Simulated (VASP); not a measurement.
Wanted: the native input for a VASP 6.6.1 run.

```
Task                   : single point
Functional             : PBE
Potentials or basis    : VASP PAW PBE potentials, release 64 (Hf_pv, B)
Cutoff                 : 520 eV
k mesh                 : 10 × 10 × 8
Occupations            : fermi-dirac, width 0.05 eV
Spin                   : no spin polarisation
Further INCAR settings : ALGO = Normal; EDIFF = 1e-07; NBANDS = 15
```

The structure of HfB2 lies in POSCAR:

```
HfB2
1.0
    3.1400000000      0.0000000000      0.0000000000
   -1.5700000000      2.7193197679      0.0000000000
    0.0000000000      0.0000000000      3.4800000000
Hf B
1 2
Direct
    0.0000000000      0.0000000000      0.0000000000
    0.6666666667      0.3333333333      0.5000000000
    0.3333333333      0.6666666667      0.5000000000
```

The input as run:

INCAR

```
SYSTEM = HfB2
PREC = Accurate
ENCUT = 520
EDIFF = 1E-7
ISMEAR = -1
SIGMA = 0.05
LREAL = .FALSE.
LASPH = .TRUE.
NELM = 60
ALGO = Normal
ISIF = 2
LWAVE = .FALSE.
LCHARG = .TRUE.
GGA = PE
LELF = .TRUE.
LVHAR = .TRUE.
NBANDS = 15
```

KPOINTS

```
regular mesh
0
G
  10 10 8
  0 0 0
```

Potentials or basis: VASP PAW PBE potentials, release 64 (Hf_pv, B).

Command:

```console
$ cat potpaw_PBE.64/Hf_pv/POTCAR potpaw_PBE.64/B/POTCAR > POTCAR
$ mpirun -np 1 vasp_std > vasp.out
```

Results of the run:

The pressure is 1.0 GPa. The band gap on the k mesh is none (metal or under the smearing width).

Run time: 16 s on 1 thread of Intel(R) Xeon(R) Platinum 8488C (Sapphire Rapids) (shared host), peak memory 0.16 GiB.
